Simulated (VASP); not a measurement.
Here is a VASP 6.6.1 calculation.

File POSCAR:

```
BN
1.0
    0.0000000000      1.8048245570      1.8048245570
    1.8048245570      0.0000000000      1.8048245570
    1.8048245570      1.8048245570      0.0000000000
B N
1 1
Direct
    0.0000000000      0.0000000000      0.0000000000
    0.2500000000      0.2500000000      0.2500000000
```

The input INCAR.step1:

```
ALGO = Normal
EDIFF = 1E-5
ENCUT = 910
GGA = PE
GGA_COMPAT = False
ISMEAR = -1
LASPH = True
LCHARG = False
LREAL = False
LWAVE = True
NBANDS = 11
NELM = 120
PREC = Accurate
SIGMA = 0.02
```

The input INCAR.step2:

```
ALGO = Normal
EDIFF = 1E-6
ENCUT = 910
GGA_COMPAT = False
ISIF = 2
ISMEAR = -1
ISTART = 1
LASPH = True
LCHARG = False
LMIXTAU = True
LREAL = False
LWAVE = False
METAGGA = R2SCAN
NBANDS = 11
NELM = 120
PREC = Accurate
SIGMA = 0.02
```

KPOINTS

```
k-points
0
Gamma
  10 10 10
```

Potentials or basis: VASP PAW PBE potentials, release 64 (B_h, N_h).

The run is started by

```sh
$ cat potpaw_PBE.64/B_h/POTCAR potpaw_PBE.64/N_h/POTCAR > POTCAR
$ cp INCAR.step1 INCAR
$ mpirun -np 1 vasp_std > vasp.out
$ cp INCAR.step2 INCAR
$ mpirun -np 1 vasp_std > vasp.out
```

(1) What does it give for the pressure?

(2) Estimate the band gap on the k mesh.

## Answers

(1) -0.5 GPa.

(2) 5.00 eV, indirect (least direct gap 9.57 eV).

Caveat: the cutoff is under 1.25 times the usual one of these potentials, so pressure, stress and relaxed cells hold a basis-set (Pulay) error; the PAW data sets were made with another functional, which shifts forces and pressure a little.

**Experimental background.**

From a printed reference work, monograph, for a bulk crystal of BN at 300 K: band gap 6.4 eV (indirect).

A measured gap of BN is 6.4 eV (indirect; 300 K; a printed reference work, monograph); the calculated 5.00 eV misses it by -1.40 eV. The value is that of r2SCAN on a finite k mesh, which can miss the band edges, without temperature or zero-point motion.
